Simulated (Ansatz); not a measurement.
# SiO2: the gap against volume

SiO2, P4_12_12, a = 5.084 Å, c = 7.101 Å. This isn't the usual stable structure of the compound. Ansatz: PBE, PAW, 420 eV, Γ-centred 6×6×4 mesh on 12 atoms, Gaussian smearing 0.02 eV; no spin polarisation. Shape and atoms are relaxed at each volume; x = ln(V/V0) with V0 = 15.293 Å³/atom. The gap is read at the mesh points alone.

```tsv
x	gap y (eV)
-0.1278	5.697
-0.0943	5.652
-0.0619	?
-0.0305	5.559
0.0000	5.512
0.0296	5.468
0.0583	5.425
0.0953	5.372
```

**Question.** Fit a straight line to the other rows, give the volume deformation potential of the gap and its pressure coefficient, and predict the missing gap. B0 = 16.0 GPa.

**Answer.** Means x = -0.009914, y = 5.5264; Σ(Δx)² = 0.03882, ΣΔxΔy = -0.05699; the slope is their ratio. y = 5.5119 − 1.4680 x. The slope is the deformation potential a = dE_g/d ln V = -1.47 eV, and dE_g/dP = −a/B0 = 91.8 meV/GPa. At x = -0.0619 the fit asked for gives 5.603 eV. The run gave 5.605 eV, so the fit is 0.002 eV too low, within twice the rms miss on the fitted rows (0.002 eV).

Semilocal functionals give gaps under the measured ones; changes of the gap mostly carry over better.